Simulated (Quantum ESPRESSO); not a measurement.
Runs of Quantum ESPRESSO 7.5 on I. It takes space group Cmce (No. 64, orthorhombic). The conventional cell has a = 7.270 Å, b = 4.790 Å, c = 9.793 Å, α = 90.00°, β = 90.00°, γ = 90.00°. Around I (site symmetry m) lie 1 I at 2.68 Å. 

```tsv
task	level	potentials or basis	cell	form of the LDA correlation	gap on the mesh (eV)	pressure (GPa)	V0 of scaled cells (Å³/atom)	B0 (GPa)	largest force (eV/Å)
single point	PBEsol	GBRV 1.5 PBEsol	as given	-	1.28	0.1	-	-	0.79
band structure	PBEsol	GBRV 1.5 PBEsol	as given	-	1.28	0.1	-	-	0.79
equation of state	PBEsol	GBRV 1.5 PBEsol	as given	-	-	-	42.80	(b)	-
equation of state	LDA	GBRV 1.5 LDA	as given	PZ81	-	-	41.23	(a)	-
band structure	LDA	GBRV 1.5 LDA	as given	PZ81	1.23	-0.9	-	-	0.76
single point	PBEsol	GBRV 1.5 PBEsol	atoms moved at random, drawn with an rms of 0.05 Å	-	1.25	-0.1	-	-	0.85
```

Alike in all rows: no spin polarisation; k mesh 7 × 7 × 3; cutoff (eV) 612; smearing fermi-dirac 0.05 eV.

Question: Fill in the values left out.

Answer: (a) 28; (b) 25.

Caveats: spin-orbit coupling is left out, which moves the levels of the heavy elements (some runs); an odd mesh through Γ misses points on the zone boundary, where band edges often lie (some runs); the cell was scaled at fixed shape and fractional positions, which overstates the stiffness of a crystal with free parameters, most of all of layers and chains (some runs).

A k mesh can miss the band edges, and the runs leave out spin-orbit coupling on I.
